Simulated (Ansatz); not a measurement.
Runs of Ansatz 0.2.0 on Ge. Symmetry: P6_3/mmc, No. 194, hexagonal system. The conventional cell has a = 4.003 Å, b = 4.003 Å, c = 13.157 Å, α = 90.00°, β = 90.00°, γ = 120.00°. Ge (site symmetry 3m) has 4 Ge at 2.45 to 2.47 Å as nearest neighbours. Ge (site symmetry 3m) has 4 Ge at 2.45 Å as nearest neighbours. This isn't the form of Ge at room conditions, which is diamond.

| task | level | cell | cutoff (eV) | points for each segment of the path | gap on the mesh (eV) | pressure (GPa) | relaxed volume (Å³/atom) | largest force (eV/Å) |
| --- | --- | --- | --- | --- | --- | --- | --- | --- |
| relaxation of cell and atoms | PBEsol | relaxed | 420 | - | (b) | 0.0 | 22.83 | - |
| band structure | LDA | as given | 420 | 10 | - | (c) | - | 0.01 |
| band structure | PBEsol | as given | 420 | 10 | - | 0.0 | - | - |
| band structure | r2SCAN | as given | 500 | 10 | 0.28 | 0.0 | - | 0.01 |
| relaxation of cell and atoms | LDA | relaxed | 420 | - | none | 0.0 | (a) | - |
| relaxation of cell and atoms | r2SCAN | relaxed | 500 | - | 0.27 | 0.0 | 22.81 | - |

Alike in all rows: potentials or basis Ansatz PAW; no spin polarisation; k mesh 8 × 8 × 2; smearing fermi-dirac 0.05 eV.

**Question.** Estimate the missing entries.

**Answer.** (a) 22.18; (b) 0.06; (c) -1.9.

Caveats: the PAW data sets come from PBE, with cores solved anew for the run's functional, which leaves a small shift of forces and pressure; the plane-wave basis is chosen anew once the cell has moved, so the energies of steps on either side of that aren't comparable (some runs); the k mesh misses the band edges, so the gap on the mesh is wider than the one along the path (some runs).

A k mesh can miss the band edges, and the runs leave out spin-orbit coupling on Ge.

A gap of «none» marks a metal or a gap under the smearing width.

Not every run made on this cell is shown here.
